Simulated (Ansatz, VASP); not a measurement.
**KI2 in VASP and in Ansatz**

```xyz
3
Lattice="0.0000 4.1491 4.1491 4.1491 0.0000 4.1491 4.1491 4.1491 0.0000" Properties=species:S:1:pos:R:3 pbc="T T T"
K     0.0000    0.0000    0.0000
I     6.2236    6.2236    6.2236
I     2.0745    2.0745    2.0745
```

Change from the starting cell: species swapped into the Li2Se type (Fm-3m, No. 225).

Alike in both runs: functional PBE; k mesh 10 × 10 × 10; occupations gaussian, width 0.1 eV; no spin polarisation.

Ansatz relaxed the structure, and its values are those at the end. VASP's run is a single point on that final structure, the one shown.

```csv
,VASP,Ansatz
version,VASP 6.6.1,Ansatz 0.2.0
potentials or method,"VASP PAW PBE potentials, release 64 (K_sv, I)","scalar-relativistic, plane waves, PAW"
plane-wave cutoff (eV),520,420
valence electrons in the cell,23,43
```

```csv
,VASP,Ansatz,Ansatz less VASP
gap on the k mesh at the Fermi level (eV),none,none,-
pressure (GPa),0.0,0.0,-0.02
```

A gap of «none» marks a metal or a gap that the smearing closes. With one functional, cell and mesh, what is left measures potentials, basis and numerics. The two sets of potentials don't hold the same shells in valence.

Caveats: an odd number of electrons without spin polarisation forces a metal; a magnetic or distorted state may lie lower. The runs have no spin-orbit coupling, so splittings on I are missing.
